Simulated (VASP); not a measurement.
# C (P6_3/mmc) in VASP: further runs

The runs below take C through relaxation of cell and atoms, with PBE+D3(BJ).

All numbers are computed with VASP 6.6.1; they aren't measurements. Logs are shortened: lines on timing, memory, paths and dates and some standing lists are left out, and cuts for length are marked.

## (1) Starting point

Symmetry: P6_3/mmc, No. 194, hexagonal system. The conventional cell has a = 2.467 Å, b = 2.467 Å, c = 7.803 Å, α = 90.00°, β = 90.00°, γ = 120.00°. Around C (site symmetry -6m2) lie 3 C at 1.42 Å. Around C (site symmetry -6m2) lie 3 C at 1.42 Å.

## (2) Relaxation of cell and atoms, PBE+D3(BJ)

INCAR

```
SYSTEM = C
PREC = Accurate ; ENCUT = 520
EDIFF = 1E-7 ; ISMEAR = 0
SIGMA = 0.02 ; LREAL = .False.
LASPH = .True. ; NELM = 80
ALGO = Normal ; ISIF = 3
LWAVE = .False. ; LCHARG = .False.
GGA = PE ; IVDW = 12
IBRION = 2 ; NSW = 80
EDIFFG = -0.002
```

KPOINTS

```
regular mesh
0
Gamma
  15 15 4
  0 0 0
```

POSCAR

```
C
1.0
    2.4672912600      0.0000000000      0.0000000000
   -1.2336456300      2.1367369100      0.0000000000
    0.0000000000      0.0000000000      7.8030730000
C
4
Direct
    0.0000000000      0.0000000000      0.2500000000
    0.0000000000      0.0000000000      0.7500000000
    0.3333333300      0.6666666700      0.2500000000
    0.6666666700      0.3333333300      0.7500000000
```

Potentials or basis: VASP PAW PBE potentials, release 64 (C).

Started as:

```
$ cat potpaw_PBE.64/C/POTCAR > POTCAR
$ mpirun -np 1 vasp_std > vasp.out
```

OUTCAR:

```text
SYSTEM = C
   PREC = Accurate
   ENCUT = 520
   EDIFF = 1E-7
   ISMEAR = 0
   LREAL = .False.
   LASPH = .True.
   NELM = 80
   ISIF = 3
   GGA = PE
   IVDW = 12
   IBRION = 2
   NSW = 80
   EDIFFG = -0.002
 IVDW          = 12

 ion  position               nearest neighbor table
   1  0.000  0.000  0.250-   3 1.42   3 1.42   3 1.42
   2  0.000  0.000  0.750-   4 1.42   4 1.42   4 1.42
   3  0.333  0.667  0.250-   1 1.42   1 1.42   1 1.42
   4  0.667  0.333  0.750-   2 1.42   2 1.42   2 1.42

  LATTYP: Found a hexagonal cell.
 ALAT       =     2.4672912600
 C/A-ratio  =     3.1626071581

  Lattice vectors:

 A1 = (   2.4672912600,   0.0000000000,   0.0000000000)
 A2 = (  -1.2336456300,   2.1367369100,   0.0000000000)
 A3 = (   0.0000000000,   0.0000000000,   7.8030730000)

Analysis of symmetry for initial positions (statically):
=====================================================================
 Subroutine PRICEL returns:
 Original cell was already a primitive cell.

 Routine SETGRP: Setting up the symmetry group for a
 hexagonal supercell.

 Subroutine GETGRP returns: Found 24 space group operations
 (whereof 12 operations were pure point group operations)
 out of a pool of 24 trial point group operations.

The static configuration has the point symmetry D_3d.
 The point group associated with its full space group is D_6h.

Analysis of symmetry for dynamics (positions and initial velocities):
=====================================================================
 Subroutine PRICEL returns:
 Original cell was already a primitive cell.

 Routine SETGRP: Setting up the symmetry group for a
 hexagonal supercell.

 Subroutine GETGRP returns: Found 24 space group operations
 (whereof 12 operations were pure point group operations)
 out of a pool of 24 trial point group operations.

The dynamic configuration has the point symmetry D_3d.
 The point group associated with its full space group is D_6h.

 Subroutine INISYM returns: Found 24 space group operations
 (whereof 12 operations are pure point group operations),
 and found     1 'primitive' translations

----------------------------------------------------------------------------------------

                                     Primitive cell

  volume of cell :      41.1374

  direct lattice vectors                    reciprocal lattice vectors
     2.467291260  0.000000000  0.000000000     0.405302777  0.234001668  0.000000000
    -1.233645630  2.136736910  0.000000000     0.000000000  0.468003335  0.000000000
     0.000000000  0.000000000  7.803073000     0.000000000  0.000000000  0.128154639

  length of vectors
     2.467291260  2.467291260  7.803073000     0.468003335  0.468003335  0.128154639

  position of ions in fractional coordinates (direct lattice)
     0.000000000  0.000000000  0.250000000
     0.000000000  0.000000000  0.750000000
     0.333333330  0.666666670  0.250000000
     0.666666670  0.333333330  0.750000000

  ion indices of the primitive-cell ions
   primitive index   ion index
                 1           1
                 2           2
                 3           3
                 4           4

----------------------------------------------------------------------------------------

 KPOINTS: regular mesh

Automatic generation of k-mesh.
 Grid dimensions read from file:
 generate k-points for:   15   15    4

 Generating k-lattice:

  Cartesian coordinates                     Fractional coordinates (reciprocal lattice)
     0.027020185  0.015600111  0.000000000     0.066666667  0.000000000  0.000000000
     0.000000000  0.031200222  0.000000000     0.000000000  0.066666667  0.000000000
     0.000000000  0.000000000  0.032038660     0.000000000  0.000000000  0.250000000

  Length of vectors
     0.031200222  0.031200222  0.032038660

  Shift w.r.t. Gamma in fractional coordinates (k-lattice)
     0.000000000  0.000000000  0.000000000

 Subroutine IBZKPT returns following result:
 ===========================================

 Found     81 irreducible k-points:

 Following reciprocal coordinates:
            Coordinates               Weight
  0.000000  0.000000  0.000000      1.000000
  0.066667  0.000000  0.000000      6.000000
  0.133333  0.000000  0.000000      6.000000
  0.200000  0.000000  0.000000      6.000000
  0.266667  0.000000  0.000000      6.000000
  0.333333  0.000000  0.000000      6.000000
[... 16 lines left out ...]
  0.333333  0.200000  0.000000     12.000000
  0.400000  0.200000  0.000000      6.000000
 [... further k-points ...]
   k-points           NKPTS =     81   k-points in BZ     NKDIM =     81   number of bands    NBANDS=     12
   number of dos      NEDOS =    301   number of ions     NIONS =      4
   total plane-waves  NPLWV =  19440
   dimension x,y,z NGX =    18 NGY =   18 NGZ =   60
   dimension x,y,z NGXF=    36 NGYF=   36 NGZF=  120
   ions per type =               4
   NGX,Y,Z   is equivalent  to a cutoff of  12.13, 12.13, 12.78 a.u.
   NGXF,Y,Z  is equivalent  to a cutoff of  24.26, 24.26, 25.57 a.u.
 SYSTEM =  C
   PREC   = accura    normal or accurate (medium, high low for compatibility)
   ISTART =      0    job   : 0-new  1-cont  2-samecut
   ICHARG =      2    charge: 1-file 2-atom 10-const
   ISPIN  =      1    spin polarized calculation?
   LNONCOLLINEAR =      F non collinear calculations
   LSORBIT =      F    spin-orbit coupling
   LASPH  =      T    aspherical Exc in radial PAW
   ENCUT  =  520.0 eV  38.22 Ry    6.18 a.u.   4.59  4.59 14.51*2*pi/ulx,y,z
   NELM   =     80;   NELMIN=  2; NELMDL= -5     # of ELM steps
   EDIFF  = 0.1E-06   stopping-criterion for ELM
   LREAL  =      F    real-space projection
   EDIFFG = -.2E-02   stopping-criterion for IOM
   NSW    =     80    number of steps for IOM
   IBRION =      2    ionic relax: 0-MD 1-quasi-New 2-CG
   NFREE  =      1    steps in history (QN), initial steepest desc. (CG)
   ISIF   =      3    stress and relaxation
   ISYM   =      2    0-nonsym 1-usesym 2-fastsym
   POTIM  = 0.5000    time-step for ionic-motion
   TEBEG  =    0.0;   TEEND  =   0.0 temperature during run
   PSTRESS=    0.0 pullay stress
   NELECT =      16.0000    total number of electrons
   NUPDOWN=      -1.0000    fix difference up-down
   EMIN   =  10.00;   EMAX   =-10.00  energy-range for DOS
   EFERMI =   0.00;   METHOD = LEGACY
   ISMEAR =     0;   SIGMA  =   0.02  broadening in eV -4-tet -1-fermi 0-gaus
   EFERMI_NEDOS =   21; number of points for ismear=-14 and -15
   IALGO  =     38    algorithm
   IMIX   =      4    mixing-type and parameters
     AMIX     =   0.40;   BMIX     =  1.00
     AMIX_MAG =   1.60;   BMIX_MAG =  1.00
  volume/ion in A,a.u.               =      10.28        69.40
  Fermi-wavevector in a.u.,A,eV,Ry     =   1.195003  2.258229 19.429568  1.428033
  Thomas-Fermi vector in A             =   2.330979
   LORBIT       =      0    0 simple, 1 ext, 2 COOP (PROOUT), +10 PAW based schemes
   GGA     = PE    functional components
   LHFCALC =     F    Hartree Fock is set to
   AEXX    =    0.0000 exact exchange contribution
   IVDW    =    12    specifies the selected vdW correction
   LEPSILON=     F    determine dielectric tensor
   LRPA    =     F    only Hartree local field effects (RPA)
 conjugate gradient relaxation of ions
 non-spin polarized calculation
 Gauss-broadening in eV      SIGMA  =   0.02
  energy-cutoff  :      520.00
  volume of cell :       41.14
 maximum number of plane-waves:      1128
   NGX =  9   NGY =  9   NGZ = 29

--------------------------------------- Ionic step        1  -------------------------------------------

 number of electron      15.9999994 magnetization

 Free energy of the ion-electron system (eV)
  ---------------------------------------------------
  ext. energy  EPLUGINS =         0.00000000
  ---------------------------------------------------
  free energy    TOTEN  =       -36.89665032 eV

  energy without entropy =      -36.89640115  energy(sigma->0) =      -36.89652573

------------------------ aborting loop because EDIFF is reached ----------------------------------------

 Edisp (eV)   -0.52304

 E8    (eV) :    -0.1459

  FORCE on cell =-STRESS in cart. coord.  units (eV):
  Direction    XX          YY          ZZ          XY          YZ          ZX
  --------------------------------------------------------------------------------------
  -------------------------------------------------------------------------------------
  Total      -0.04558    -0.04558    -0.49975     0.00000     0.00000     0.00000
  in kB      -1.77518    -1.77518   -19.46384     0.00000     0.00000     0.00000
  external pressure =       -7.67 kB  Pullay stress =        0.00 kB
[... 830 lines left out ...]
 k-point    24 :       0.4000    0.2000    0.0000
  band No.  band energies     occupation
      1      -9.4469      2.00000
      2      -9.3825      2.00000
      3      -8.4797      2.00000
      4      -8.4374      2.00000
      5      -4.6321      2.00000
      6      -4.5706      2.00000
      7       2.5018      2.00000
      8       2.9848      2.00000
      9       5.6086      0.00000
     10       5.7538      0.00000
     11      15.0732      0.00000
     12      15.5833      0.00000

 [... further k-points ...]

[... ionic steps 4 to 19 ...]

--------------------------------------- Ionic step       20  -------------------------------------------

 number of electron      15.9999996 magnetization

------------------------ aborting loop because EDIFF is reached ----------------------------------------

 Edisp (eV)   -0.62546

 E8    (eV) :    -0.1772
[... 73 lines left out ...]
  energy  without entropy=      -37.4733788172  energy(sigma->0) =      -37.47347802

--------------------------------------- Ionic step       22  -------------------------------------------

 number of electron      15.9999996 magnetization

 Free energy of the ion-electron system (eV)
  ---------------------------------------------------
  ext. energy  EPLUGINS =         0.00000000
  ---------------------------------------------------
  free energy    TOTEN  =       -36.84501249 eV

  energy without entropy =      -36.84481646  energy(sigma->0) =      -36.84491447

 E-fermi :   4.7024     XC(G=0): -10.3514

 val. band max:        4.7006908209   @ k =   0.3333   0.3333   0.5000
 cond. band min:       4.7029480956   @ k =   0.3333   0.3333   0.2500
 fundamental gap:      0.0022572747
 Fermi energy:         4.7024146333

 k-point     1 :       0.0000    0.0000    0.0000
  band No.  band energies     occupation
      1     -14.9384      2.00000
      2     -14.6280      2.00000
      3      -3.8165      2.00000
      4      -1.8040      2.00000
      5       1.6912      2.00000
      6       1.6912      2.00000
      7       1.7106      2.00000
      8       1.7106      2.00000
      9       9.0387      0.00000
     10      13.0227      0.00000
     11      13.0227      0.00000
     12      13.0769      0.00000
[... 380 lines left out ...]
  FREE ENERGIE OF THE ION-ELECTRON SYSTEM (eV)
  ---------------------------------------------------
  free  energy   TOTEN  =       -37.4736058061 eV

  energy  without entropy=      -37.4734097686  energy(sigma->0) =      -37.47350779

 reached required accuracy - stopping structural energy minimisation
```

Wall time 4.4 min (1 thread of Intel Xeon Platinum 8488C (Sapphire Rapids), shared host); peak memory 0.18 GiB.

Results:

- Free energy: -37.4736 eV
- Relaxed volume: 8.80 Å³/atom
- Relaxed cell: a = 2.466 Å, b = 2.466 Å, c = 6.680 Å, α = 90.00°, β = 90.00°, γ = 120.00°
- Space group after relaxing (to 0.05 Å): P6_3/mmc (No. 194)
- Energy gained by relaxing: 13.5 meV/atom
- Ionic steps: 22
- Pressure after relaxing: 0.0 GPa
- Band gap on the k mesh: none (metal or under the smearing width)
- Dispersion energy per atom: -0.157 eV

The path:
```tsv
step	energy change (eV)	largest force (eV/Å)	pressure (GPa)	volume (Å³)
1	0.0000	0.0000	-0.77	41.14
2	-0.0030	0.0000	-0.37	40.84
3	-0.0109	0.0000	0.88	39.97
4	-0.0217	0.0000	3.64	38.23
5	-0.0132	0.0000	10.50	34.82
6	-0.0239	0.0000	5.09	37.41
7	-0.0243	0.0000	5.07	37.39
8	-0.0253	0.0000	5.03	37.32
9	-0.0272	0.0000	4.95	37.19
10	-0.0310	0.0000	4.79	36.92
11	-0.0379	0.0000	4.47	36.39
12	-0.0473	0.0000	3.90	35.31
13	-0.0373	0.0000	3.10	33.14
14	-0.0492	0.0000	3.63	34.77
15	-0.0493	0.0000	3.56	34.59
16	-0.0515	0.0000	2.58	34.80
17	-0.0538	0.0000	-0.22	35.43
18	-0.0538	0.0000	0.14	35.34
19	-0.0538	0.0000	0.21	35.33
20	-0.0538	0.0000	0.20	35.31
21	-0.0539	0.0000	0.13	35.27
22	-0.0539	0.0000	0.02	35.18
```

Final structure:
```cif
data_structure
_symmetry_space_group_name_H-M 'P 1'
_symmetry_Int_Tables_number 1
_cell_length_a 2.4659
_cell_length_b 2.4659
_cell_length_c 6.6804
_cell_angle_alpha 90.000
_cell_angle_beta 90.000
_cell_angle_gamma 120.000
_cell_volume 35.18
loop_
_atom_site_label
_atom_site_type_symbol
_atom_site_fract_x
_atom_site_fract_y
_atom_site_fract_z
_atom_site_occupancy
C1 C 0.00000 0.00000 0.25000 1
C2 C 0.00000 0.00000 0.75000 1
C3 C 0.33333 0.66667 0.25000 1
C4 C 0.66667 0.33333 0.75000 1
```

[end of part 1 of 2]
